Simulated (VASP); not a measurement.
A run of VASP 6.6.1 is set up as follows.

Contents of INCAR:

```
PREC     = Accurate       # precision mode
ENCUT    = 520            # plane-wave cutoff, eV
EDIFF    = 1E-6           # SCF threshold, eV
ISMEAR   = 0              # smearing method
SIGMA    = 0.1            # smearing width, eV
LREAL    = False          # projectors in reciprocal space
LASPH    = True           # aspherical terms in the spheres
NELM     = 100            # most SCF steps
ALGO     = Normal         # electronic algorithm
ISIF     = 2              # what is computed and relaxed
LWAVE    = False          # write WAVECAR
LCHARG   = True           # write CHGCAR
GGA      = PE             # functional
LELF     = True           # ELF
LVHAR    = True         
NBANDS   = 12             # bands
```

KPOINTS

```
regular mesh
0
Gamma
  8 8 8
```

File POSCAR:

```
Zr
1.0
    0.0000000000      2.1883330806      2.1883330806
    2.1883330806      0.0000000000      2.1883330806
    2.1883330806      2.1883330806      0.0000000000
Zr
1
Direct
    0.0000000000      0.0000000000      0.0000000000
```

Potentials or basis: VASP PAW PBE potentials, release 64 (Zr_sv).

The run is started by

```console
$ cat potpaw_PBE.64/Zr_sv/POTCAR > POTCAR
$ mpirun -np 1 vasp_std > vasp.out
```

Question: Estimate the pressure.

Answer: 10.9 GPa.

Question: What does it give for the band gap on the k mesh?

Answer: None (metal or under the smearing width).
